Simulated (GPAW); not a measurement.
# GaN (P6_3mc) in GPAW: settings compared

Aim: see how the results for GaN move with the level of theory and the settings. Levels: PBE, PBEsol+D3(BJ). Tasks: single point, relaxation of cell and atoms.

Program: GPAW 26.7.0. These are calculated values, not measurements. Logs are shortened: lines on timing, memory, paths and dates and some standing lists are left out, and cuts for length are marked. The log counts tension as positive stress, the text compression.

**The experiment to reproduce.**

“Studying electronic properties in GaN without electrical contacts using γ-γ vs e−-γ Perturbed Angular Correlations”, 2019, pmc:6823545 quotes, for a bulk crystal of GaN: band gap 3.503 ± 0.005 eV (direct).

The runs below are set against these values where they give the same quantity.

## (1) The structure

The structure is hexagonal, space group P6_3mc (No. 186). The conventional cell has a = 3.180 Å, b = 3.180 Å, c = 5.166 Å, α = 90.00°, β = 90.00°, γ = 120.00°. Ga (site symmetry 3m) is surrounded by 4 N at 1.94 to 1.95 Å. N (site symmetry 3m) has 4 Ga at 1.94 to 1.95 Å as nearest neighbours.

## (2) Single point, PBE

Contents of run.py:

```python
from ase.dft.bandgap import bandgap
from ase.io import write
from ase.spacegroup import crystal
from ase.units import GPa
from gpaw import GPAW, PW

# Ga 2b
# N 2b
atoms = crystal(['Ga', 'N'],
                basis=[[0.6666666667, 0.3333333333, 0.5],
                       [0.6666666667, 0.3333333333, 0.875]],
                spacegroup=186, setting=1,  # P6_3mc
                cellpar=[3.18, 3.18, 5.166, 90.0, 90.0, 120.0],
                primitive_cell=True)

calc = GPAW(mode=PW(600),
            xc='PBE',
            kpts={'size': (8, 8, 4), 'gamma': True},
            occupations={'name': 'fermi-dirac', 'width': 0.01},
            nbands=18,
            convergence={'density': 1e-05, 'energy': 1e-05},
            maxiter=150,
            txt='gpaw.txt')
atoms.calc = calc
energy = atoms.get_potential_energy()
forces = atoms.get_forces()
stress = atoms.get_stress()
calc.write('gs.gpw')
write('result.traj', atoms)
print(f'Energy: {energy:.6f} eV')
print('Forces (eV/A):')
print(forces.round(4))
print('Stress (GPa):', (stress / GPa).round(3))
print('Fermi level:', round(calc.get_fermi_level(), 4), 'eV')
print(f'Gap: {bandgap(calc)[0]:.4f} eV, direct: {bandgap(calc, direct=True)[0]:.4f} eV')
```

Potentials or basis: GPAW PAW data sets (gpaw-data 1.2.1), pw.

Command:

```sh
OMP_NUM_THREADS=1 python run.py
```

gpaw.txt:

```text
__  _  _
 | _ |_)|_||  |
 |__||  | ||/\| - 26.7.0

Input parameters:
  mode=PW(ecut=600.0),
  convergence={'density': 1e-05, 'energy': 1e-05},
  kpts=MonkhorstPack(size=(8, 8, 4), gamma=True),
  maxiter=150,
  nbands=18,
  occupations=Occupations(name='fermi-dirac', width=0.01),
  xc=XC(name='PBE')

Diagonalizing LCAO Hamiltonian
Converting LCAO to pw mode

           N

           Ga
        N

        Ga

Atoms  # Å, Bohr magnetons
|   | symbol |         x |        y |        z |    initial magnetic moments |
|---|--------|-----------|----------|----------|-----------------------------|
| 0 |     Ga |  1.590000 | 0.917987 | 2.583000 | ( 0.0000,  0.0000,  0.0000) |
| 1 |     Ga | -0.000000 | 1.835974 | 0.000000 | ( 0.0000,  0.0000,  0.0000) |
| 2 |      N |  1.590000 | 0.917987 | 4.520250 | ( 0.0000,  0.0000,  0.0000) |
| 3 |      N | -0.000000 | 1.835974 | 1.937250 | ( 0.0000,  0.0000,  0.0000) |

Unit cell  # Å
| periodic |         x |        y |        z |  lengths |     angles |
|----------|-----------|----------|----------|----------|------------|
|      yes |  3.180000 | 0.000000 | 0.000000 | 3.180000 |  90.000000 |
|      yes | -1.590000 | 2.753961 | 0.000000 | 3.180000 |  90.000000 |
|      yes |  0.000000 | 0.000000 | 5.166000 | 5.166000 | 120.000000 |

Number of symmetries: 6
Symmetry operations  # r_c * U_cc + t_c -> r_c
|   | kind |            matrix            |
|---|------|------------------------------|
| 0 |  σ   |  1, 1, 0,  0,-1, 0,  0, 0, 1 |
| 1 |  E   |  1, 0, 0,  0, 1, 0,  0, 0, 1 |
| 2 |  C3  |  0, 1, 0, -1,-1, 0,  0, 0, 1 |
| 3 |  σ   |  0,-1, 0, -1, 0, 0,  0, 0, 1 |
| 4 |  σ   | -1, 0, 0,  1, 1, 0,  0, 0, 1 |
| 5 |  C3  | -1,-1, 0,  1, 0, 0,  0, 0, 1 |

BZ-sampling:
  Number of BZ points: 256
  Number of IBZ points: 35

  Monkhorst-Pack size: [8, 8, 4]
  Monkhorst-Pack shift: [0.0625, 0.0625, 0.125]

K-points  # in reciprocal-cell coordinates
|     |                                coordinates |     weight |
|-----|--------------------------------------------|------------|
|   0 | (  0.00000000,   0.00000000,   0.00000000) | 0.00390625 |
|   1 | (  0.00000000,   0.00000000,   0.25000000) | 0.00781250 |
|   2 | (  0.00000000,   0.00000000,   0.50000000) | 0.00390625 |
|   3 | (  0.12500000,   0.00000000,  -0.25000000) | 0.02343750 |
|   4 | (  0.12500000,   0.00000000,   0.00000000) | 0.02343750 |
|   5 | (  0.12500000,   0.00000000,   0.25000000) | 0.02343750 |
|   6 | (  0.12500000,   0.00000000,   0.50000000) | 0.02343750 |
|   7 | (  0.25000000,  -0.12500000,   0.00000000) | 0.02343750 |
|   8 | (  0.25000000,  -0.12500000,   0.25000000) | 0.04687500 |
|   9 | (  0.25000000,  -0.12500000,   0.50000000) | 0.02343750 |
| ... |                                            |            |
|  34 | (  0.50000000,   0.50000000,   0.50000000) | 0.01171875 |

Plane wave coefficients: 1532
Cutoff: 600.0 eV

Spin-components: 1 (collinear spins)
Bands:           18
Projectors:      20
Spin-degeneracy: 2
Datatype:        complex128

Density:
  Valence electrons: 16.0
  Components: 1
  Grid points: [18 18 30]
  Charge: 0.0  # |e|

Potential:
  Grid points: [18 18 30]

species:
  Ga:
    name:    Gallium
    Z:       31.0
    valence: 3
    core:    28
    charge:  0.0  # [|e|]
    compensation charges:
      type: gauss
      rc: 0.37  # [Å]
      lmax: 2
    cutoffs:
      filter: 2.06  # [Å]
      core: 4.17  # [Å]
    projectors
    | kind |    occ | energy [eV] | rcut [Å] |
    |------|--------|-------------|----------|
    |   4s |  2.000 |      -8.945 |    1.164 |
    |   4p |  1.000 |      -2.580 |    1.164 |
    |    s |        |      18.266 |    1.164 |
    |    p |        |      24.631 |    1.164 |
    |    d |        |       0.000 |    1.164 |

    Using partial waves for Ga as LCAO basis

  N:
    name:    Nitrogen
    Z:       7.0
    valence: 5
    core:    2
    charge:  0.0  # [|e|]
    compensation charges:
      type: gauss
      rc: 0.18  # [Å]
      lmax: 2
    cutoffs:
      filter: 1.11  # [Å]
      core: 0.96  # [Å]
    projectors
    | kind |    occ | energy [eV] | rcut [Å] |
    |------|--------|-------------|----------|
    |   2s |  2.000 |     -18.583 |    0.603 |
    |   2p |  3.000 |      -7.089 |    0.529 |
    |    s |        |       8.629 |    0.603 |
    |    p |        |      20.123 |    0.529 |
    |    d |        |       0.000 |    0.577 |

    Using partial waves for N as LCAO basis

Reference energy: -108732.786066  # eV

eigensolver:
  PPCG
  Converge bands: occupied
  niter=2

density mixing:
  MSR1-Mixer
  Pratt-step length: 0.05
  Maximum mixing coefficient: 0.75
  Old densities: 10
  SVD Regularization: 0.005
  Good broyden scale: 1.0
  Trust region scale: 1.0
  Backstep threshold: 4.0
  History deletion threshold: 6.0
  Fourier metric: weight=20.0, sigma=0.015

occupation numbers:
  Fermi-Dirac:
    width: 0.0100  # eV

poisson solver:
  ecut: 4800.0  # eV

xc functional:
  name: PBE with 2 nearest neighbor stencil

convergence criteria:
- Maximum integral of absolute [dens]ity change: 1e-05 electrons / valence electron
- Maximum [total energy] change in last 3 cyles: 1e-05 eV / valence electron
- Maximum integral of absolute [eigenst]ate change: 4e-08 eV^2 / valence electron
maximum number of iterations: 150

SCF iterations
|iter     | |      energy | eigst |  dens |
|---------|-|-------------|-------|-------|
|iter:   1| |  -27.390353 | -0.30 |       |
|iter:   2| |  -26.434185 | -1.87 | -0.57 |
|iter:   3| |  -23.821169 | -0.54 | -0.62 |
|iter:   4| |  -23.818604 | -2.95 | -1.30 |
|iter:   5| |  -23.819740 | -3.48 | -1.57 |
|iter:   6| |  -23.819766 | -5.44 | -2.87 |
|iter:   7| |  -23.819787c| -6.21 | -3.20 |
|iter:   8| |  -23.819787c| -7.48c| -4.24 |
|iter:   9| |  -23.819787c| -7.66c| -4.45 |
|iter:  10| |  -23.819787c| -8.12c| -4.92 |
|iter:  11| |  -23.819787c| -9.20c| -5.70c|

Converged in 11 steps
Energy contributions relative to reference atoms: (reference = -108732.786066)

Energy contributions:
  Kinetic:          69.477781
  Coulomb:         -60.269583
  Zero:              0.116906
  External:          0.000000
  Xc:              -33.144892
  Entropy:          -0.000000
  Spinorbit:         0.000000
  ----------------------------
  Free energy:     -23.819787
  Extrapolated:    -23.819787

dipole moment: (-0.000023, -0.000040, -11.585891)  # |e|*Ang

Fermi level: 6.762
Eigenvalues  # (at kpt = [0.000, 0.000, 0.000])
| band index |      eig [eV] | occ [0-2] |
|------------|---------------|-----------|
|          0 |        -9.453 |     2.000 |
|          1 |        -7.073 |     2.000 |
|          2 |        -0.531 |     2.000 |
|          3 |         5.509 |     2.000 |
|          4 |         5.510 |     2.000 |
|          5 |         6.506 |     2.000 |
|          6 |         6.574 |     2.000 |
|          7 |         6.574 |     2.000 |
|          8 |         8.624 |     0.000 |
|          9 |        10.965 |     0.000 |
|         10 |        15.930 |     0.000 |
|         11 |        16.572 |     0.000 |
|         12 |        16.573 |     0.000 |
|         13 |        17.512 |     0.000 |
|         14 |        18.416 |     0.000 |
|         15 |        18.416 |     0.000 |
|        ... |               |           |
|         17 |        21.834 |     0.000 |

Gap: 2.050 eV
Transition (v -> c):
  (s=0, k=0, n=7, [0.00, 0.00, 0.00]) -> (s=0, k=0, n=8, [0.00, 0.00, 0.00])
No difference between direct/indirect transitions

Forces  # eV/Ang
|        x |        y |        z |
|----------|----------|----------|
|  0.00000 |  0.00000 | -0.18114 |  # Ga   0
| -0.00000 |  0.00000 | -0.18117 |  # Ga   1
|  0.00000 |  0.00000 |  0.17693 |  # N    2
| -0.00000 | -0.00000 |  0.17694 |  # N    3

Stress tensor  # eV/Ang^3
|         x |         y |         z |
|-----------|-----------|-----------|
| -0.056003 |  0.000000 |  0.000000 |
|  0.000000 | -0.056003 |  0.000000 |
|  0.000000 |  0.000000 | -0.069952 |

# Writing to gs.gpw (mode='')
```

Run time: 17 s. Hardware: 1 thread of Arm Neoverse V2, shared host; peak memory 0.16 GiB.

What came out:

```
Free energy            : -23.8198 eV
Pressure               : 9.7 GPa
Largest force          : 0.181 eV/Å
Band gap on the k mesh : 2.05 eV, direct
```

Forces on the atoms (eV/Å):
```
Ga   0.000  0.000 -0.181
Ga   0.000  0.000 -0.181
N    0.000  0.000  0.177
N    0.000  0.000  0.177
```

Levels at points of the mesh, in eV from the valence-band top:
| k point | band 4 | band 5 | band 6 | band 7 | band 8 | band 9 | band 10 | band 11 | band 12 | band 13 |
| --- | --- | --- | --- | --- | --- | --- | --- | --- | --- | --- |
| (0.00, 0.00, 0.00) | -1.06 | -1.06 | -0.07 | 0.00 | 0.00 | 2.05 | 4.39 | 9.36 | 10.00 | 10.00 |
| (0.00, 0.00, 0.50) | -3.98 | -0.55 | -0.55 | -0.55 | -0.55 | 4.38 | 4.38 | 8.64 | 8.64 | 10.51 |
| (0.50, 0.50, 0.00) | -5.30 | -4.26 | -2.74 | -2.29 | -0.98 | 5.14 | 5.70 | 6.16 | 8.80 | 10.43 |
| (0.50, 0.50, 0.50) | -6.66 | -1.95 | -1.95 | -1.92 | -1.92 | 4.49 | 4.49 | 7.93 | 7.93 | 10.12 |

Caveat: the cutoff is short for stress and forces, so pressures can be off by a GPa or more.

[end of part 1 of 2]
